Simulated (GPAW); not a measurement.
# KCl (Sylvite) (Fm-3m) in GPAW: further runs, part 2 of 2

GPAW 26.7.0. The steps go on from the part before.

## (3) Relaxation of cell and atoms, PBEsol+D3

run.py

```python
from ase import Atoms
from ase.calculators.mixing import SumCalculator
from ase.filters import FrechetCellFilter
from ase.io import write
from ase.optimize import BFGS
from dftd3.ase import DFTD3
from gpaw import GPAW, PW, setup_paths

setup_paths.insert(0, '.')

atoms = Atoms(['K', 'Cl'],
              cell=[[0.0, 3.14647, 3.14647],
                    [3.14647, 0.0, 3.14647],
                    [3.14647, 3.14647, 0.0]],
              scaled_positions=[[0.0, 0.0, 0.0],
                                [0.5, 0.5, 0.5]],
              pbc=True)

calc = GPAW(mode=PW(600),
            xc='PBEsol',
            kpts={'size': (7, 7, 7), 'gamma': True},
            occupations={'name': 'fermi-dirac', 'width': 0.05},
            nbands=16,
            convergence={'density': 1e-05, 'forces': 0.0001},
            maxiter=150,
            txt='gpaw.txt')
atoms.calc = SumCalculator([calc, DFTD3(method='pbesol', damping='d3zero')])
opt = BFGS(FrechetCellFilter(atoms), trajectory='relax.traj', logfile='-')
done = opt.run(fmax=0.02, steps=60)
calc.write('gs.gpw')
write('result.traj', atoms)
print('Converged:', done)
print('Cell:', atoms.cell.cellpar().round(4))
print('Volume:', round(atoms.get_volume(), 4))
print(atoms.get_scaled_positions().round(5))
```

Potentials or basis: PAW data sets generated in the run's folder for this functional, pw.

Command:

```bash
gpaw-setup -f PBEsol Cl K
OMP_NUM_THREADS=1 python run.py
```

gpaw.txt:

```text
__  _  _
 | _ |_)|_||  |
 |__||  | ||/\| - 26.7.0

Input parameters:
  mode=PW(ecut=600.0),
  convergence={'density': 1e-05, 'forces': 0.0001},
  kpts=MonkhorstPack(size=(7, 7, 7), gamma=True),
  maxiter=150,
  nbands=16,
  occupations=Occupations(name='fermi-dirac', width=0.05),
  xc=XC(name='PBEsol')

Diagonalizing LCAO Hamiltonian
Converting LCAO to pw mode

                 Cl

       K

Atoms  # Å, Bohr magnetons
|   | symbol |        x |        y |        z |    initial magnetic moments |
|---|--------|----------|----------|----------|-----------------------------|
| 0 |      K | 0.000000 | 0.000000 | 0.000000 | ( 0.0000,  0.0000,  0.0000) |
| 1 |     Cl | 3.146470 | 3.146470 | 3.146470 | ( 0.0000,  0.0000,  0.0000) |

Unit cell  # Å
| periodic |        x |        y |        z |  lengths |    angles |
|----------|----------|----------|----------|----------|-----------|
|      yes | 0.000000 | 3.146470 | 3.146470 | 4.449781 | 60.000000 |
|      yes | 3.146470 | 0.000000 | 3.146470 | 4.449781 | 60.000000 |
|      yes | 3.146470 | 3.146470 | 0.000000 | 4.449781 | 60.000000 |

Number of symmetries: 48
Symmetry operations  # r_c * U_cc + t_c -> r_c
|    | kind |            matrix            |
|----|------|------------------------------|
|  0 |  σ   |  1, 0, 0,  1, 0,-1,  1,-1, 0 |
|  1 |  C2  |  1, 0, 0,  1,-1, 0,  1, 0,-1 |
|  2 |  E   |  1, 0, 0,  0, 1, 0,  0, 0, 1 |
|  3 |  σ   |  1, 0, 0,  0, 0, 1,  0, 1, 0 |
|  4 |  C4  |  1, 0,-1,  1, 0, 0,  1,-1, 0 |
|  5 |  S6  |  1, 0,-1,  1,-1, 0,  1, 0, 0 |
|  6 |  σ   |  1, 0,-1,  0, 1,-1,  0, 0,-1 |
|  7 |  C3  |  1, 0,-1,  0, 0,-1,  0, 1,-1 |
|  8 |  S6  |  1,-1, 0,  1, 0, 0,  1, 0,-1 |
|  9 |  C4  |  1,-1, 0,  1, 0,-1,  1, 0, 0 |
| 10 |  C3  |  1,-1, 0,  0,-1, 1,  0,-1, 0 |
| 11 |  σ   |  1,-1, 0,  0,-1, 0,  0,-1, 1 |
| 12 |  σ   |  0, 1, 0,  1, 0, 0,  0, 0, 1 |
| 13 |  C4  |  0, 1, 0,  0, 1,-1, -1, 1, 0 |
| 14 |  C3  |  0, 1, 0,  0, 0, 1,  1, 0, 0 |
| 15 |  S6  |  0, 1, 0, -1, 1, 0,  0, 1,-1 |
| 16 |  C2  |  0, 1,-1,  1, 0,-1,  0, 0,-1 |
| 17 |  σ   |  0, 1,-1,  0, 1, 0, -1, 1, 0 |
| 18 |  S4  |  0, 1,-1,  0, 0,-1,  1, 0,-1 |
| 19 |  C4  |  0, 1,-1, -1, 1, 0,  0, 1, 0 |
| 20 |  C3  |  0, 0, 1,  1, 0, 0,  0, 1, 0 |
| 21 |  σ   |  0, 0, 1,  0, 1, 0,  1, 0, 0 |
[... 194 lines left out ...]
|          0 |       -27.415 |     2.000 |
|          1 |       -12.484 |     2.000 |
|          2 |       -10.976 |     2.000 |
|          3 |       -10.976 |     2.000 |
|          4 |       -10.976 |     2.000 |
|          5 |        -0.395 |     2.000 |
[... 8 lines left out ...]
|         14 |        12.350 |     0.000 |
|         15 |        15.711 |     0.000 |

Gap: 5.029 eV
Transition (v -> c):
  (s=0, k=0, n=7, [0.00, 0.00, 0.00]) -> (s=0, k=0, n=8, [0.00, 0.00, 0.00])
No difference between direct/indirect transitions

Stress tensor  # eV/Ang^3
|         x |         y |         z |
|-----------|-----------|-----------|
|  0.003011 | -0.000000 | -0.000000 |
| -0.000000 |  0.003011 |  0.000000 |
| -0.000000 |  0.000000 |  0.003011 |

Forces  # eV/Ang
|        x |        y |       z |
|----------|----------|---------|
| -0.00000 |  0.00000 | 0.00000 |  # K    0
|  0.00000 | -0.00000 | 0.00000 |  # Cl   1

Interpolating wave functions to new cell

                 Cl

       K

Atoms  # Å, Bohr magnetons
|   | symbol |         x |        y |         z |    initial magnetic moments |
|---|--------|-----------|----------|-----------|-----------------------------|
| 0 |      K | -0.000000 | 0.000000 | -0.000000 | ( 0.0000,  0.0000,  0.0000) |
| 1 |     Cl |  3.144485 | 3.144485 |  3.144485 | ( 0.0000,  0.0000,  0.0000) |

Unit cell  # Å
| periodic |         x |         y |         z |  lengths |    angles |
|----------|-----------|-----------|-----------|----------|-----------|
|      yes | -0.000000 |  3.144485 |  3.144485 | 4.446973 | 60.000000 |
|      yes |  3.144485 | -0.000000 |  3.144485 | 4.446973 | 60.000000 |
|      yes |  3.144485 |  3.144485 | -0.000000 | 4.446973 | 60.000000 |

Number of symmetries: 48
Symmetry operations  # r_c * U_cc + t_c -> r_c
|    | kind |            matrix            |
|----|------|------------------------------|
|  0 |  σ   |  1, 0, 0,  1, 0,-1,  1,-1, 0 |
|  1 |  C2  |  1, 0, 0,  1,-1, 0,  1, 0,-1 |
|  2 |  E   |  1, 0, 0,  0, 1, 0,  0, 0, 1 |
|  3 |  σ   |  1, 0, 0,  0, 0, 1,  0, 1, 0 |
|  4 |  C4  |  1, 0,-1,  1, 0, 0,  1,-1, 0 |
|  5 |  S6  |  1, 0,-1,  1,-1, 0,  1, 0, 0 |
|  6 |  σ   |  1, 0,-1,  0, 1,-1,  0, 0,-1 |
|  7 |  C3  |  1, 0,-1,  0, 0,-1,  0, 1,-1 |
|  8 |  S6  |  1,-1, 0,  1, 0, 0,  1, 0,-1 |
|  9 |  C4  |  1,-1, 0,  1, 0,-1,  1, 0, 0 |
| 10 |  C3  |  1,-1, 0,  0,-1, 1,  0,-1, 0 |
| 11 |  σ   |  1,-1, 0,  0,-1, 0,  0,-1, 1 |
| 12 |  σ   |  0, 1, 0,  1, 0, 0,  0, 0, 1 |
| 13 |  C4  |  0, 1, 0,  0, 1,-1, -1, 1, 0 |
| 14 |  C3  |  0, 1, 0,  0, 0, 1,  1, 0, 0 |
| 15 |  S6  |  0, 1, 0, -1, 1, 0,  0, 1,-1 |
| 16 |  C2  |  0, 1,-1,  1, 0,-1,  0, 0,-1 |
| 17 |  σ   |  0, 1,-1,  0, 1, 0, -1, 1, 0 |
| 18 |  S4  |  0, 1,-1,  0, 0,-1,  1, 0,-1 |
| 19 |  C4  |  0, 1,-1, -1, 1, 0,  0, 1, 0 |
| 20 |  C3  |  0, 0, 1,  1, 0, 0,  0, 1, 0 |
| 21 |  σ   |  0, 0, 1,  0, 1, 0,  1, 0, 0 |
[... 192 lines left out ...]
|          0 |       -27.400 |     2.000 |
|          1 |       -12.475 |     2.000 |
|          2 |       -10.961 |     2.000 |
|          3 |       -10.961 |     2.000 |
|          4 |       -10.961 |     2.000 |
|          5 |        -0.384 |     2.000 |
[... 8 lines left out ...]
|         14 |        12.367 |     0.000 |
|         15 |        15.580 |     0.000 |

Gap: 5.035 eV
Transition (v -> c):
  (s=0, k=0, n=7, [0.00, 0.00, 0.00]) -> (s=0, k=0, n=8, [0.00, 0.00, 0.00])
No difference between direct/indirect transitions

Stress tensor  # eV/Ang^3
|        x |        y |        z |
|----------|----------|----------|
| 0.002821 | 0.000000 | 0.000000 |
| 0.000000 | 0.002821 | 0.000000 |
| 0.000000 | 0.000000 | 0.002821 |

Forces  # eV/Ang
|       x |       y |        z |
|---------|---------|----------|
| 0.00000 | 0.00000 |  0.00000 |  # K    0
| 0.00000 | 0.00000 | -0.00000 |  # Cl   1

Interpolating wave functions to new cell

                Cl

       K

Atoms  # Å, Bohr magnetons
|   | symbol |         x |        y |        z |    initial magnetic moments |
|---|--------|-----------|----------|----------|-----------------------------|
| 0 |      K | -0.000000 | 0.000000 | 0.000000 | ( 0.0000,  0.0000,  0.0000) |
| 1 |     Cl |  3.115896 | 3.115896 | 3.115896 | ( 0.0000,  0.0000,  0.0000) |

Unit cell  # Å
| periodic |         x |         y |         z |  lengths |    angles |
|----------|-----------|-----------|-----------|----------|-----------|
|      yes | -0.000000 |  3.115896 |  3.115896 | 4.406542 | 60.000000 |
|      yes |  3.115896 | -0.000000 |  3.115896 | 4.406542 | 60.000000 |
|      yes |  3.115896 |  3.115896 | -0.000000 | 4.406542 | 60.000000 |

Number of symmetries: 48
Symmetry operations  # r_c * U_cc + t_c -> r_c
|    | kind |            matrix            |
|----|------|------------------------------|
|  0 |  σ   |  1, 0, 0,  1, 0,-1,  1,-1, 0 |
|  1 |  C2  |  1, 0, 0,  1,-1, 0,  1, 0,-1 |
|  2 |  E   |  1, 0, 0,  0, 1, 0,  0, 0, 1 |
|  3 |  σ   |  1, 0, 0,  0, 0, 1,  0, 1, 0 |
|  4 |  C4  |  1, 0,-1,  1, 0, 0,  1,-1, 0 |
|  5 |  S6  |  1, 0,-1,  1,-1, 0,  1, 0, 0 |
|  6 |  σ   |  1, 0,-1,  0, 1,-1,  0, 0,-1 |
|  7 |  C3  |  1, 0,-1,  0, 0,-1,  0, 1,-1 |
|  8 |  S6  |  1,-1, 0,  1, 0, 0,  1, 0,-1 |
|  9 |  C4  |  1,-1, 0,  1, 0,-1,  1, 0, 0 |
| 10 |  C3  |  1,-1, 0,  0,-1, 1,  0,-1, 0 |
| 11 |  σ   |  1,-1, 0,  0,-1, 0,  0,-1, 1 |
| 12 |  σ   |  0, 1, 0,  1, 0, 0,  0, 0, 1 |
| 13 |  C4  |  0, 1, 0,  0, 1,-1, -1, 1, 0 |
| 14 |  C3  |  0, 1, 0,  0, 0, 1,  1, 0, 0 |
| 15 |  S6  |  0, 1, 0, -1, 1, 0,  0, 1,-1 |
| 16 |  C2  |  0, 1,-1,  1, 0,-1,  0, 0,-1 |
| 17 |  σ   |  0, 1,-1,  0, 1, 0, -1, 1, 0 |
| 18 |  S4  |  0, 1,-1,  0, 0,-1,  1, 0,-1 |
| 19 |  C4  |  0, 1,-1, -1, 1, 0,  0, 1, 0 |
| 20 |  C3  |  0, 0, 1,  1, 0, 0,  0, 1, 0 |
| 21 |  σ   |  0, 0, 1,  0, 1, 0,  1, 0, 0 |
[... 193 lines left out ...]
|          0 |       -27.183 |     2.000 |
|          1 |       -12.355 |     2.000 |
|          2 |       -10.744 |     2.000 |
|          3 |       -10.744 |     2.000 |
|          4 |       -10.744 |     2.000 |
|          5 |        -0.232 |     2.000 |
[... 8 lines left out ...]
|         14 |        12.607 |     0.000 |
|         15 |        15.904 |     0.000 |

Gap: 5.124 eV
Transition (v -> c):
  (s=0, k=0, n=7, [0.00, 0.00, 0.00]) -> (s=0, k=0, n=8, [0.00, 0.00, 0.00])
No difference between direct/indirect transitions

Stress tensor  # eV/Ang^3
|         x |         y |         z |
|-----------|-----------|-----------|
| -0.000203 | -0.000000 |  0.000000 |
| -0.000000 | -0.000203 |  0.000000 |
|  0.000000 |  0.000000 | -0.000203 |

Forces  # eV/Ang
|       x |       y |        z |
|---------|---------|----------|
| 0.00000 | 0.00000 |  0.00000 |  # K    0
| 0.00000 | 0.00000 | -0.00000 |  # Cl   1

# Writing to gs.gpw (mode='')
```

Wall time 24 s (1 thread of Intel Xeon 6975P-C (Granite Rapids), shared host); peak memory 0.19 GiB.

Results:

```yaml
Free_energy: -7.4957 eV
Relaxed_volume: 30.25 Å³/atom
Relaxed_cell: a = 4.407 Å, b = 4.407 Å, c = 4.407 Å, α = 60.00°, β = 60.00°, γ = 60.00°
Space_group_after_relaxing_to_0.05_Å: Fm-3m (No. 225)
Energy_gained_by_relaxing: 1.0 meV/atom
Ionic_steps: 3
Pressure_after_relaxing: 0.0 GPa
Band_gap_on_the_k_mesh: 5.12 eV, direct
Dispersion_energy_per_atom: -0.152 eV
```

The path:
| step | energy change (eV) | largest force (eV/Å) | pressure (GPa) | volume (Å³) |
| --- | --- | --- | --- | --- |
| 1 | 0.0000 | 0.0000 | -0.45 | 62.30 |
| 2 | -0.0002 | 0.0000 | -0.43 | 62.18 |
| 3 | -0.0019 | 0.0000 | 0.03 | 60.50 |

Final structure:
```cif
data_structure
_symmetry_space_group_name_H-M 'P 1'
_symmetry_Int_Tables_number 1
_cell_length_a 4.4065
_cell_length_b 4.4065
_cell_length_c 4.4065
_cell_angle_alpha 60.000
_cell_angle_beta 60.000
_cell_angle_gamma 60.000
_cell_volume 60.50
loop_
_atom_site_label
_atom_site_type_symbol
_atom_site_fract_x
_atom_site_fract_y
_atom_site_fract_z
_atom_site_occupancy
K1 K 0.00000 0.00000 0.00000 1
Cl1 Cl 0.50000 0.50000 0.50000 1
```

Levels at points of the mesh, in eV from the valence-band top:
```csv
k point,band 5,band 6,band 7,band 8,band 9,band 10,band 11,band 12
"(0.00, 0.00, 0.00)",-10.51,0.00,0.00,0.00,5.12,8.28,8.28,8.28
```

Caveat: later steps reuse the first step's grids; an odd mesh through Γ misses points on the zone boundary, where band edges often lie.

## (4) Relaxation of cell and atoms, PBEsol+D3(BJ)

run.py, as its differences from that of step 3:

```diff
@@ -26,3 +26,3 @@
             txt='gpaw.txt')
-atoms.calc = SumCalculator([calc, DFTD3(method='pbesol', damping='d3zero')])
+atoms.calc = SumCalculator([calc, DFTD3(method='pbesol', damping='d3bj')])
 opt = BFGS(FrechetCellFilter(atoms), trajectory='relax.traj', logfile='-')
```

Potentials or basis: PAW data sets generated in the run's folder for this functional, pw.

Command:

```bash
gpaw-setup -f PBEsol Cl K
OMP_NUM_THREADS=1 python run.py
```

gpaw.txt:

```text
__  _  _
 | _ |_)|_||  |
 |__||  | ||/\| - 26.7.0

Input parameters:
  mode=PW(ecut=600.0),
  convergence={'density': 1e-05, 'forces': 0.0001},
  kpts=MonkhorstPack(size=(7, 7, 7), gamma=True),
  maxiter=150,
  nbands=16,
  occupations=Occupations(name='fermi-dirac', width=0.05),
  xc=XC(name='PBEsol')

Diagonalizing LCAO Hamiltonian
Converting LCAO to pw mode

                 Cl

       K

Atoms  # Å, Bohr magnetons
|   | symbol |        x |        y |        z |    initial magnetic moments |
|---|--------|----------|----------|----------|-----------------------------|
| 0 |      K | 0.000000 | 0.000000 | 0.000000 | ( 0.0000,  0.0000,  0.0000) |
| 1 |     Cl | 3.146470 | 3.146470 | 3.146470 | ( 0.0000,  0.0000,  0.0000) |

Unit cell  # Å
| periodic |        x |        y |        z |  lengths |    angles |
|----------|----------|----------|----------|----------|-----------|
|      yes | 0.000000 | 3.146470 | 3.146470 | 4.449781 | 60.000000 |
|      yes | 3.146470 | 0.000000 | 3.146470 | 4.449781 | 60.000000 |
|      yes | 3.146470 | 3.146470 | 0.000000 | 4.449781 | 60.000000 |

Number of symmetries: 48
Symmetry operations  # r_c * U_cc + t_c -> r_c
|    | kind |            matrix            |
|----|------|------------------------------|
|  0 |  σ   |  1, 0, 0,  1, 0,-1,  1,-1, 0 |
|  1 |  C2  |  1, 0, 0,  1,-1, 0,  1, 0,-1 |
|  2 |  E   |  1, 0, 0,  0, 1, 0,  0, 0, 1 |
|  3 |  σ   |  1, 0, 0,  0, 0, 1,  0, 1, 0 |
|  4 |  C4  |  1, 0,-1,  1, 0, 0,  1,-1, 0 |
|  5 |  S6  |  1, 0,-1,  1,-1, 0,  1, 0, 0 |
|  6 |  σ   |  1, 0,-1,  0, 1,-1,  0, 0,-1 |
|  7 |  C3  |  1, 0,-1,  0, 0,-1,  0, 1,-1 |
|  8 |  S6  |  1,-1, 0,  1, 0, 0,  1, 0,-1 |
[... 172 lines left out ...]
SCF iterations
|iter     | |      energy | eigst |  dens |force |
|---------|-|-------------|-------|-------|------|
|iter:   1| |   -7.358373 | -0.23 |       |      |
|iter:   2| |   -7.324969 | -2.40 | -1.31 |      |
|iter:   3| |   -7.183644 | -1.94 | -1.35 |      |
|iter:   4| |   -7.186753 | -3.21 | -1.71 |      |
|iter:   5| |   -7.189076c| -4.16 | -2.10 |      |
|iter:   6| |   -7.189283c| -5.36 | -2.78 |      |
|iter:   7| |   -7.189297c| -6.57 | -3.47 |      |
|iter:   8| |   -7.189298c| -7.43c| -4.02 |      |
|iter:   9| |   -7.189298c| -8.20c| -5.02c|      |
|iter:  10| |   -7.189298c| -8.66c| -5.42c|-22.49c|

Converged in 10 steps
[... 357 lines left out ...]
|  7 |  C3  |  1, 0,-1,  0, 0,-1,  0, 1,-1 |
|  8 |  S6  |  1,-1, 0,  1, 0, 0,  1, 0,-1 |
[... 172 lines left out ...]
SCF iterations
|iter     | |      energy | eigst |  dens |force |
|---------|-|-------------|-------|-------|------|
|iter:   1| |   -7.916656 | -0.16 |       |      |
|iter:   2| |   -7.781828 | -2.57 | -1.03 |      |
|iter:   3| |   -7.170446 | -1.31 | -1.07 |      |
|iter:   4| |   -7.171171 | -2.93 | -2.10 |      |
|iter:   5| |   -7.172742c| -4.42 | -2.49 |      |
|iter:   6| |   -7.173011c| -4.82 | -2.85 |      |
|iter:   7| |   -7.173010c| -6.62 | -4.15 |      |
|iter:   8| |   -7.173010c| -8.16c| -4.54 |      |
|iter:   9| |   -7.173010c| -8.60c| -5.49c|      |
|iter:  10| |   -7.173010c| -9.31c| -6.08c|-23.09c|

Converged in 10 steps
Energy contributions relative to reference atoms: (reference = -28896.529748)
[... 36 lines left out ...]
Gap: 5.345 eV
Transition (v -> c):
  (s=0, k=0, n=7, [0.00, 0.00, 0.00]) -> (s=0, k=0, n=8, [0.00, 0.00, 0.00])
No difference between direct/indirect transitions

Stress tensor  # eV/Ang^3
|         x |         y |         z |
|-----------|-----------|-----------|
| -0.009155 |  0.000000 |  0.000000 |
|  0.000000 | -0.009155 | -0.000000 |
|  0.000000 | -0.000000 | -0.009155 |

Forces  # eV/Ang
|       x |        y |       z |
|---------|----------|---------|
| 0.00000 |  0.00000 | 0.00000 |  # K    0
| 0.00000 | -0.00000 | 0.00000 |  # Cl   1

Interpolating wave functions to new cell

                Cl

       K

Atoms  # Å, Bohr magnetons
|   | symbol |        x |        y |         z |    initial magnetic moments |
|---|--------|----------|----------|-----------|-----------------------------|
| 0 |      K | 0.000000 | 0.000000 | -0.000000 | ( 0.0000,  0.0000,  0.0000) |
| 1 |     Cl | 3.062069 | 3.062069 |  3.062069 | ( 0.0000,  0.0000,  0.0000) |

Unit cell  # Å
| periodic |        x |        y |        z |  lengths |    angles |
|----------|----------|----------|----------|----------|-----------|
|      yes | 0.000000 | 3.062069 | 3.062069 | 4.330419 | 60.000000 |
|      yes | 3.062069 | 0.000000 | 3.062069 | 4.330419 | 60.000000 |
|      yes | 3.062069 | 3.062069 | 0.000000 | 4.330419 | 60.000000 |

Number of symmetries: 48
Symmetry operations  # r_c * U_cc + t_c -> r_c
|    | kind |            matrix            |
|----|------|------------------------------|
|  0 |  σ   |  1, 0, 0,  1, 0,-1,  1,-1, 0 |
|  1 |  C2  |  1, 0, 0,  1,-1, 0,  1, 0,-1 |
|  2 |  E   |  1, 0, 0,  0, 1, 0,  0, 0, 1 |
|  3 |  σ   |  1, 0, 0,  0, 0, 1,  0, 1, 0 |
|  4 |  C4  |  1, 0,-1,  1, 0, 0,  1,-1, 0 |
|  5 |  S6  |  1, 0,-1,  1,-1, 0,  1, 0, 0 |
|  6 |  σ   |  1, 0,-1,  0, 1,-1,  0, 0,-1 |
|  7 |  C3  |  1, 0,-1,  0, 0,-1,  0, 1,-1 |
|  8 |  S6  |  1,-1, 0,  1, 0, 0,  1, 0,-1 |
[... 222 lines left out ...]
Gap: 5.301 eV
Transition (v -> c):
  (s=0, k=0, n=7, [0.00, 0.00, 0.00]) -> (s=0, k=0, n=8, [0.00, 0.00, 0.00])
No difference between direct/indirect transitions

Stress tensor  # eV/Ang^3
|         x |         y |         z |
|-----------|-----------|-----------|
| -0.007217 |  0.000000 | -0.000000 |
|  0.000000 | -0.007217 | -0.000000 |
| -0.000000 | -0.000000 | -0.007217 |

Forces  # eV/Ang
|        x |       y |       z |
|----------|---------|---------|
| -0.00000 | 0.00000 | 0.00000 |  # K    0
| -0.00000 | 0.00000 | 0.00000 |  # Cl   1

# Writing to gs.gpw (mode='')
```

stdout:

```text
Step          Energy          fmax
BFGS:    0       -7.563434        0.288415
BFGS:    1       -7.566709        0.269446
BFGS:    2       -7.585688        0.044299
BFGS:    3       -7.586470        0.005284
Converged: True
Cell: [ 4.3304  4.3304  4.3304 60.     60.     60.    ]
Volume: 57.4215
[[0.  0.  0. ]
 [0.5 0.5 0.5]]
```

Wall time 33 s (1 thread of Intel Xeon 6975P-C (Granite Rapids), shared host); peak memory 0.2 GiB.

Results:

```yaml
Free_energy: -7.5865 eV
Relaxed_volume: 28.71 Å³/atom
Relaxed_cell: a = 4.330 Å, b = 4.330 Å, c = 4.330 Å, α = 60.00°, β = 60.00°, γ = 60.00°
Space_group_after_relaxing_to_0.05_Å: Fm-3m (No. 225)
Energy_gained_by_relaxing: 11.5 meV/atom
Ionic_steps: 4
Pressure_after_relaxing: 0.0 GPa
Band_gap_on_the_k_mesh: 5.30 eV, direct
Dispersion_energy_per_atom: -0.204 eV
```

Step by step:
```
step  energy change (eV)  largest force (eV/Å)  pressure (GPa)  volume (Å³)
   1              0.0000                0.0000           -1.48        62.30
   2             -0.0033                0.0000           -1.39        61.92
   3             -0.0223                0.0000            0.25        56.71
   4             -0.0230                0.0000           -0.03        57.42
```

Final structure:
```
CELL_PARAMETERS angstrom
0.00000 3.06207 3.06207
3.06207 0.00000 3.06207
3.06207 3.06207 0.00000
ATOMIC_POSITIONS crystal
K 0.00000 0.00000 0.00000
Cl 0.50000 0.50000 0.50000
```

Levels at points of the mesh, in eV from the valence-band top:
| k point | band 4 | band 5 | band 6 | band 7 | band 8 | band 9 | band 10 | band 11 | band 12 |
| --- | --- | --- | --- | --- | --- | --- | --- | --- | --- |
| (0.00, 0.00, 0.00) | -10.39 | -10.39 | 0.00 | 0.00 | 0.00 | 5.30 | 8.29 | 8.29 | 8.29 |

Caveat: later steps reuse the first step's grids. PBEsol gaps usually lie below the measured ones, often by a third to a half.

## (5) Summary

| level | gap on the mesh (eV) | pressure (GPa) | relaxed volume (Å³/atom) |
| --- | --- | --- | --- |
| PBEsol | 5.12 | 0.0 | 30.26 |
| PBEsol+D3 | 5.12 | 0.0 | 30.25 |
| PBEsol+D3(BJ) | 5.30 | 0.0 | 28.71 |

Alike in all rows: task relaxation of cell and atoms; potentials or basis PAW data sets generated in the run's folder for this functional, pw; no spin polarisation; cell relaxed; k mesh 7 × 7 × 7; cutoff (eV) 600; smearing fermi-dirac 0.05 eV.

Caveats: later steps reuse the first step's grids; an odd mesh through Γ misses points on the zone boundary, where band edges often lie (some runs).

Absolute energies hang on the potentials; compare differences alone.
